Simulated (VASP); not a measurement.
Set up this calculation in VASP 6.6.1, as the native input.

* Task: single point
* Functional: PBE
* Potentials or basis: VASP PAW PBE potentials, release 64 (Te, Mo_sv)
* Cutoff: 520 eV
* k mesh: 4 × 8 × 1
* Occupations: gaussian, width 0.014 eV
* Spin: no spin polarisation
* Further INCAR settings: ALGO = Fast; EDIFF = 1e-06

The structure of Te2Mo lies in POSCAR:

```
Te2Mo
1.0
    6.3616090156      0.0000000000      0.0000000000
    0.0000000000      3.4804030600      0.0000000000
   -0.0857412231      0.0000000000     36.1758904685
Te Mo
4 2
Direct
    0.4292511000      0.7500000000      0.5407035800
    0.5707489000      0.2500000000      0.4592964200
    0.9208478700      0.2500000000      0.5565273200
    0.0791521300      0.7500000000      0.4434726800
    0.1813475600      0.2500000000      0.4974653700
    0.8186524400      0.7500000000      0.5025346300
```

These files were run (other wordings do the same):

INCAR

```
SYSTEM = Te2Mo
PREC = Accurate
ENCUT = 520
EDIFF = 1E-6
ISMEAR = 0
SIGMA = 0.014
LREAL = .False.
LASPH = .True.
NELM = 100
ALGO = Fast
ISIF = 2
LWAVE = .False.
LCHARG = .False.
GGA = PE
```

KPOINTS

```
Automatic mesh
0
Gamma
  4 8 1
  0 0 0
```

Potentials or basis: VASP PAW PBE potentials, release 64 (Te, Mo_sv).

Run with:

```bash
$ cat potpaw_PBE.64/Te/POTCAR potpaw_PBE.64/Mo_sv/POTCAR > POTCAR
$ mpirun -np 1 vasp_std > vasp.out
```

Results of the run:

The largest force is 0.260 eV/Å and the band gap on the k mesh is none (metal or under the smearing width).

Wall time 9.2 min on 1 thread of Intel(R) Xeon(R) Platinum 8488C (Sapphire Rapids), with other jobs on the host, peak memory 0.92 GiB.
